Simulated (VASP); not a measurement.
# GaAs (F-43m) in VASP: further runs

One crystal, GaAs, is run at these levels: PBE; tasks: single point.

Program: VASP 6.6.1. These are calculated values, not measurements. Logs are shortened: lines on timing, memory, paths and dates and some standing lists are left out, and cuts for length are marked.

**1. The crystal as given**

Symmetry: F-43m, No. 216, cubic system. Conventional cell: a = 5.654 Å, b = 5.654 Å, c = 5.654 Å, α = 90.00°, β = 90.00°, γ = 90.00°. As (site symmetry -43m) is surrounded by 4 Ga at 2.45 Å. Ga (site symmetry -43m) has 4 As at 2.45 Å as nearest neighbours.

**2. Single point, PBE, spin-orbit coupling, no magnetisation**

File INCAR:

```
SYSTEM = GaAs
PREC = Accurate ; ENCUT = 250
EDIFF = 1E-7 ; ISMEAR = 0
SIGMA = 0.02 ; LREAL = .False.
LASPH = .True. ; NELM = 100
ALGO = Normal ; ISIF = 2
LWAVE = .False. ; LCHARG = .False.
LNONCOLLINEAR = .True. ; MAGMOM = 0 0 0 0 0 0
LORBIT = 11 ; LSORBIT = .True.
GGA_COMPAT = .False. ; GGA = PE
NBANDS = 34
```

File KPOINTS:

```
Automatic mesh
0
Gamma
  7 7 7
  0 0 0
```

File POSCAR:

```
GaAs
1.0
    0.0000000000      2.8268500000      2.8268500000
    2.8268500000      0.0000000000      2.8268500000
    2.8268500000      2.8268500000      0.0000000000
As Ga
1 1
Direct
    0.7500000000      0.7500000000      0.7500000000
    0.0000000000      0.0000000000      0.0000000000
```

Potentials or basis: VASP PAW PBE potentials, release 64 (As, Ga_d).

Run with:

```console
> cat potpaw_PBE.64/As/POTCAR potpaw_PBE.64/Ga_d/POTCAR > POTCAR
> mpirun -np 1 vasp_ncl > vasp.out
```

OUTCAR:

```text
SYSTEM = GaAs
   PREC = Accurate
   ENCUT = 250
   EDIFF = 1E-7
   ISMEAR = 0
   LREAL = .False.
   LASPH = .True.
   NELM = 100
   ISIF = 2
   LNONCOLLINEAR = .True.
   LORBIT = 11
   LSORBIT = .True.
   GGA = PE

 Found     30 irreducible k-points:

 Following reciprocal coordinates:
            Coordinates               Weight
  0.000000  0.000000  0.000000      1.000000
  0.142857  0.000000  0.000000      4.000000
 -0.142857  0.000000  0.000000      4.000000
  0.285714  0.000000  0.000000      4.000000
 -0.285714  0.000000  0.000000      4.000000
  0.428571  0.000000  0.000000      4.000000
   k-points           NKPTS =     30   k-points in BZ     NKDIM =     30   number of bands    NBANDS=     34
   number of dos      NEDOS =    301   number of ions     NIONS =      2
   total plane-waves  NPLWV =  13824
   dimension x,y,z NGX =    24 NGY =   24 NGZ =   24
   dimension x,y,z NGXF=    48 NGYF=   48 NGZF=   48
   ions per type =               1   1
   NGX,Y,Z   is equivalent  to a cutoff of   9.98,  9.98,  9.98 a.u.
   NGXF,Y,Z  is equivalent  to a cutoff of  19.96, 19.96, 19.96 a.u.
 SYSTEM =  GaAs
   PREC   = accura    normal or accurate (medium, high low for compatibility)
   ISTART =      0    job   : 0-new  1-cont  2-samecut
   ICHARG =      2    charge: 1-file 2-atom 10-const
   ISPIN  =      1    spin polarized calculation?
   LNONCOLLINEAR =      T non collinear calculations
   LSORBIT =      T    spin-orbit coupling
   LASPH  =      T    aspherical Exc in radial PAW
   ENCUT  =  250.0 eV  18.37 Ry    4.29 a.u.   5.15  5.15  5.15*2*pi/ulx,y,z
   NELM   =    100;   NELMIN=  2; NELMDL= -5     # of ELM steps
   EDIFF  = 0.1E-06   stopping-criterion for ELM
   LREAL  =      F    real-space projection
   EDIFFG = 0.1E-05   stopping-criterion for IOM
   NSW    =      0    number of steps for IOM
   IBRION =     -1    ionic relax: 0-MD 1-quasi-New 2-CG
   NFREE  =      0    steps in history (QN), initial steepest desc. (CG)
   ISIF   =      2    stress and relaxation
   ISYM   =      2    0-nonsym 1-usesym 2-fastsym
   POTIM  = 0.5000    time-step for ionic-motion
   TEBEG  =    0.0;   TEEND  =   0.0 temperature during run
   PSTRESS=    0.0 pullay stress
   NELECT =      18.0000    total number of electrons
   NUPDOWN=      -1.0000    fix difference up-down
   EMIN   =  10.00;   EMAX   =-10.00  energy-range for DOS
   EFERMI =   0.00;   METHOD = LEGACY
   ISMEAR =     0;   SIGMA  =   0.02  broadening in eV -4-tet -1-fermi 0-gaus
   EFERMI_NEDOS =   21; number of points for ismear=-14 and -15
   IALGO  =     38    algorithm
   IMIX   =      4    mixing-type and parameters
     AMIX     =   0.40;   BMIX     =  1.00
     AMIX_MAG =   1.60;   BMIX_MAG =  1.00
  volume/ion in A,a.u.               =      22.59       152.44
  Fermi-wavevector in a.u.,A,eV,Ry     =   1.204628  2.276417 19.743799  1.451128
  Thomas-Fermi vector in A             =   2.340347
   LORBIT       =     11    0 simple, 1 ext, 2 COOP (PROOUT), +10 PAW based schemes
   GGA     = PE    functional components
   LHFCALC =     F    Hartree Fock is set to
   AEXX    =    0.0000 exact exchange contribution
   IVDW    =     0    specifies the selected vdW correction
   LEPSILON=     F    determine dielectric tensor
   LRPA    =     F    only Hartree local field effects (RPA)
 Gauss-broadening in eV      SIGMA  =   0.02
  energy-cutoff  :      250.00
  volume of cell :       45.18
 maximum number of plane-waves:       836
 NGX is ok and might be reduce to    24
   NGX = 11   NGY = 11   NGZ = 11

 number of electron      18.0000029 magnetization      -0.0000000      0.0000000      0.0000000

 number of electron      18.0000029 magnetization      -0.0000000     -0.0000000     -0.0000000

 number of electron      18.0000029 magnetization       0.0000000      0.0000000      0.0000000

 number of electron      18.0000029 magnetization      -0.0000000      0.0000000     -0.0000000

 Free energy of the ion-electron system (eV)
  ---------------------------------------------------
  ext. energy  EPLUGINS =         0.00000000
  ---------------------------------------------------
  free energy    TOTEN  =        -8.24103225 eV

  energy without entropy =       -8.24103225  energy(sigma->0) =       -8.24103225

 E-fermi :   4.1380     XC(G=0):  -9.5851

 val. band max:        4.0415639381   @ k =   0.0000   0.0000   0.0000
 cond. band min:       4.4518250575   @ k =   0.0000   0.0000   0.0000
 fundamental gap:      0.4102611194
 Fermi energy:         4.1380147844

 k-point     1 :       0.0000    0.0000    0.0000
  band No.  band energies     occupation
      1     -11.1847      1.00000
      2     -11.1847      1.00000
      3     -11.1846      1.00000
      4     -11.1846      1.00000
      5     -10.7590      1.00000
      6     -10.7590      1.00000
[... 22 lines left out ...]
     29      14.0565      0.00000
     30      14.0565      0.00000

 k-point     2 :       0.1429    0.0000    0.0000
  band No.  band energies     occupation
      1     -11.1858      1.00000
      2     -11.1858      1.00000
      3     -11.1842      1.00000
      4     -11.1792      1.00000
      5     -10.7596      1.00000
      6     -10.7596      1.00000
[... 22 lines left out ...]
     29      13.0892      0.00000
     30      13.0892      0.00000

 k-point     3 :      -0.1429    0.0000    0.0000
  band No.  band energies     occupation
      1     -11.1858      1.00000
      2     -11.1858      1.00000
      3     -11.1842      1.00000
      4     -11.1792      1.00000
      5     -10.7596      1.00000
      6     -10.7596      1.00000
[... 22 lines left out ...]
     29      13.0892      0.00000
     30      13.0892      0.00000

 k-point     4 :       0.2857    0.0000    0.0000
  band No.  band energies     occupation
      1     -11.1981      1.00000
      2     -11.1981      1.00000
      3     -11.1812      1.00000
      4     -11.1750      1.00000
      5     -10.7669      1.00000
      6     -10.7669      1.00000
[... 22 lines left out ...]
     29      13.1427      0.00000
     30      13.1427      0.00000

 k-point     5 :      -0.2857    0.0000    0.0000
  band No.  band energies     occupation
      1     -11.1981      1.00000
      2     -11.1981      1.00000
      3     -11.1812      1.00000
      4     -11.1750      1.00000
      5     -10.7669      1.00000
      6     -10.7669      1.00000
[... 22 lines left out ...]
     29      13.1427      0.00000
     30      13.1427      0.00000

 k-point     6 :       0.4286    0.0000    0.0000
  band No.  band energies     occupation
      1     -11.2086      1.00000
      2     -11.2086      1.00000
      3     -11.1814      1.00000
      4     -11.1787      1.00000
      5     -10.7717      1.00000
      6     -10.7717      1.00000
[... 22 lines left out ...]
     29      14.8989      0.00000
     30      14.8989      0.00000

 [... further k-points ...]

 [bands above 30 left out]

------------------------ aborting loop because EDIFF is reached ----------------------------------------

  FORCE on cell =-STRESS in cart. coord.  units (eV):
  Direction    XX          YY          ZZ          XY          YZ          ZX
  --------------------------------------------------------------------------------------
  -------------------------------------------------------------------------------------
  Total        0.0510152      0.0510152      0.0510152      0.0000000      0.0000000      0.0000000
  in kB        1.8091389      1.8091389      1.8091389      0.0000000      0.0000000      0.0000000
  external PRESSURE =       1.8091389 kB  Pullay stress =       0.0000000 kB

 VOLUME and BASIS-vectors are now :
 -----------------------------------------------------------------------------
  energy-cutoff  :      250.00
  volume of cell :       45.18
      direct lattice vectors                 reciprocal lattice vectors
     0.000000000  2.826850000  2.826850000    -0.176875321  0.176875321  0.176875321
     2.826850000  0.000000000  2.826850000     0.176875321 -0.176875321  0.176875321
     2.826850000  2.826850000  0.000000000     0.176875321  0.176875321 -0.176875321

 POSITION                                       TOTAL-FORCE (eV/Angst)
 -----------------------------------------------------------------------------------
      4.24027      4.24027      4.24027        -0.000000     -0.000000     -0.000000
      0.00000      0.00000      0.00000         0.000000      0.000000      0.000000
 -----------------------------------------------------------------------------------
    total drift:                               -0.000003     -0.000003     -0.000003

  FREE ENERGIE OF THE ION-ELECTRON SYSTEM (eV)
  ---------------------------------------------------
  free  energy   TOTEN  =        -8.2410322492 eV

  energy  without entropy=       -8.2410322492  energy(sigma->0) =       -8.24103225

 Spin-Orbit-Coupling matrix elements

 Ion:    1  E_soc:     -0.0237024
 l=   1
     0.0000000    -0.0039428    -0.0039428
    -0.0039428     0.0000000    -0.0039428
    -0.0039428    -0.0039428     0.0000000
 l=   2
     0.0000000    -0.0000038     0.0000000    -0.0000038    -0.0000038
    -0.0000038     0.0000000    -0.0000029    -0.0000038    -0.0000010
     0.0000000    -0.0000029     0.0000000    -0.0000029     0.0000000
    -0.0000038    -0.0000038    -0.0000029     0.0000000    -0.0000010
    -0.0000038    -0.0000010     0.0000000    -0.0000010     0.0000000
 l=   3
     0.0000000     0.0000000     0.0000000     0.0000000     0.0000000     0.0000000     0.0000000
     0.0000000     0.0000000     0.0000000     0.0000000     0.0000000     0.0000000     0.0000000
     0.0000000     0.0000000     0.0000000     0.0000000     0.0000000     0.0000000     0.0000000
     0.0000000     0.0000000     0.0000000     0.0000000     0.0000000     0.0000000     0.0000000
     0.0000000     0.0000000     0.0000000     0.0000000     0.0000000     0.0000000     0.0000000
     0.0000000     0.0000000     0.0000000     0.0000000     0.0000000     0.0000000     0.0000000
     0.0000000     0.0000000     0.0000000     0.0000000     0.0000000     0.0000000     0.0000000

 Ion:    2  E_soc:     -0.0117421
 l=   1
     0.0000000    -0.0011537    -0.0011537
    -0.0011537     0.0000000    -0.0011537
    -0.0011537    -0.0011537     0.0000000
 l=   2
     0.0000000    -0.0001601     0.0000000    -0.0001601    -0.0006432
    -0.0001601     0.0000000    -0.0004824    -0.0001601    -0.0001608
     0.0000000    -0.0004824     0.0000000    -0.0004824     0.0000000
    -0.0001601    -0.0001601    -0.0004824     0.0000000    -0.0001608
    -0.0006432    -0.0001608     0.0000000    -0.0001608     0.0000000
 l=   3
     0.0000000     0.0000000     0.0000000     0.0000000     0.0000000     0.0000000     0.0000000
     0.0000000     0.0000000     0.0000000     0.0000000     0.0000000     0.0000000     0.0000000
     0.0000000     0.0000000     0.0000000     0.0000000     0.0000000     0.0000000     0.0000000
     0.0000000     0.0000000     0.0000000     0.0000000     0.0000000     0.0000000     0.0000000
     0.0000000     0.0000000     0.0000000     0.0000000     0.0000000     0.0000000     0.0000000
     0.0000000     0.0000000     0.0000000     0.0000000     0.0000000     0.0000000     0.0000000
     0.0000000     0.0000000     0.0000000     0.0000000     0.0000000     0.0000000     0.0000000

 total charge

# of ion       s       p       d       tot
------------------------------------------
    1        1.208   1.606   0.031   2.845
    2        0.881   0.805  10.004  11.690
--------------------------------------------------
tot          2.089   2.410  10.035  14.535

 magnetization (x)

# of ion       s       p       d       tot
------------------------------------------
    1       -0.000   0.000   0.000   0.000
    2        0.000   0.000   0.000   0.000
--------------------------------------------------
tot         -0.000   0.000   0.000   0.000

 magnetization (y)

# of ion       s       p       d       tot
------------------------------------------
    1       -0.000   0.000   0.000  -0.000
    2        0.000   0.000   0.000   0.000
--------------------------------------------------
tot         -0.000   0.000   0.000   0.000

 magnetization (z)

# of ion       s       p       d       tot
------------------------------------------
    1       -0.000   0.000   0.000   0.000
    2       -0.000   0.000   0.000   0.000
--------------------------------------------------
tot         -0.000   0.000   0.000   0.000
```

Wall time 44 s (1 thread of Intel Xeon Platinum 8488C (Sapphire Rapids), shared host); peak memory 0.2 GiB.

The run converged, but a check on its numbers failed (symmetry, net force, bounds or a known fault of this set-up), so they aren't taken as properties of the crystal.

Caveat: the cutoff lies under the usual one of these potentials, so the numbers hold a large basis-set error.

[end of part 1 of 3]
